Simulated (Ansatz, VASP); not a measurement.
# AlN: VASP beside Ansatz

File INCAR:

```
PREC = Accurate
ENCUT = 520
EDIFF = 1E-6
ISMEAR = 0
SIGMA = 0.05
LREAL = False
LASPH = True
NELM = 100
ALGO = Normal
ISIF = 2
LWAVE = False
LCHARG = False
GGA = PE
NBANDS = 16
```

KPOINTS

```
regular mesh
0
Gamma
  9 9 6
```

Contents of POSCAR:

```
AlN
1.0
    3.4377000000      0.0000000000      0.0000000000
   -1.7188500000      2.9771355306      0.0000000000
    0.0000000000      0.0000000000      3.8107000000
Al N
2 2
Direct
    0.3333333333      0.6666666667      0.7500000000
    0.6666666667      0.3333333333      0.2500000000
    0.3333333333      0.6666666667      0.2500000000
    0.6666666667      0.3333333333      0.7500000000
```

Input for Ansatz:

```yaml
crystal:
  lattice:
    - [3.4377, 0.0, 0.0]
    - [-1.71885, 2.9771355306, 0.0]
    - [0.0, 0.0, 3.8107]
  atoms:
    - { symbol: Al, position: [0.3333333333, 0.6666666667, 0.75] }
    - { symbol: Al, position: [0.6666666667, 0.3333333333, 0.25] }
    - { symbol: "N", position: [0.3333333333, 0.6666666667, 0.25] }
    - { symbol: "N", position: [0.6666666667, 0.3333333333, 0.75] }
basis:
  ecutwfc: 520.0
kpoints:
  mp_grid: { grid: [9, 9, 6] }
hamiltonian:
  xc: pbe
  pseudopotentials: { kind: paw, azcp: { folder: soft_1 } }
scf:
  occupations: { method: gaussian, width: 0.05 }
output:
  forces: true
  stress: true
  eigenvalues: true
```

Alike in both runs: task single point; functional PBE; k mesh 9 × 9 × 6; occupations gaussian, width 0.05 eV; no spin polarisation.

|  | VASP | Ansatz |
| --- | --- | --- |
| version | VASP 6.6.1 | Ansatz 0.2.0 |
| potentials or method | VASP PAW PBE potentials, release 64 (Al, N) | scalar-relativistic, plane waves, PAW |
| plane-wave cutoff (eV) | 520 | 520 |
| valence electrons in the cell | 16 | 16 |

Ansatz gave:

```
gap on the k mesh at the Fermi level (eV)       : 3.78
least direct gap on the mesh (eV)               : 3.78
pressure (GPa)                                  : 7.5
largest component of the traceless stress (GPa) : 21.34
```

Task: Estimate VASP's values.

Result: gap on the k mesh at the Fermi level (eV): 3.79; least direct gap on the mesh (eV): 3.79; pressure (GPa): 7.4; largest component of the traceless stress (GPa): 21.54.
